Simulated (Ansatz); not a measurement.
This cell of SrF₂ (fluorite) is off equilibrium:

```xyz
6
Lattice="0.0000 5.8573 5.8573 2.9286 2.9286 5.8573 2.9286 2.9286 0.0000" Properties=species:S:1:pos:R:3 pbc="T T T"
Sr     0.0000     0.0000     0.0000
Sr     2.9286     5.8573     2.9286
F      1.4643     1.4643     1.6510
F      1.4643     4.3930     4.2063
F      4.3930     4.3930     4.2063
F      4.3930     7.3216     7.5083
```

Calculation: PBE (plane waves to 420 eV, PAW, scalar-relativistic; Ansatz, an electronic-structure program). k mesh 10×10×10 (Γ-centred), Fermi-Dirac smearing 0.05 eV. Compression counts positive. SrF2 was relaxed with its symmetry unable to fall.

Question: What forces act on the atoms (eV/Å, Cartesian)?

Answer: 
```json
[
 {"atom": "Sr1", "Fx": "0.000", "Fy": "0.000", "Fz": "0.000"},
 {"atom": "Sr2", "Fx": "0.000", "Fy": "0.000", "Fz": "0.000"},
 {"atom": "F3", "Fx": "0.000", "Fy": "0.000", "Fz": "-1.580"},
 {"atom": "F4", "Fx": "0.000", "Fy": "0.000", "Fz": "1.580"},
 {"atom": "F5", "Fx": "0.000", "Fy": "0.000", "Fz": "1.580"},
 {"atom": "F6", "Fx": "0.000", "Fy": "0.000", "Fz": "-1.580"}
]
```

Question: What is the stress tensor (GPa)?

Answer: 
```
   1.67     0.00     0.00
   0.00     1.67     0.00
   0.00     0.00     1.25
```
The pressure, a third of the trace, is 1.53 GPa.

(A displaced cell: forces are minus the slopes of the energy, force constants its curvatures, and phonons follow from these.)
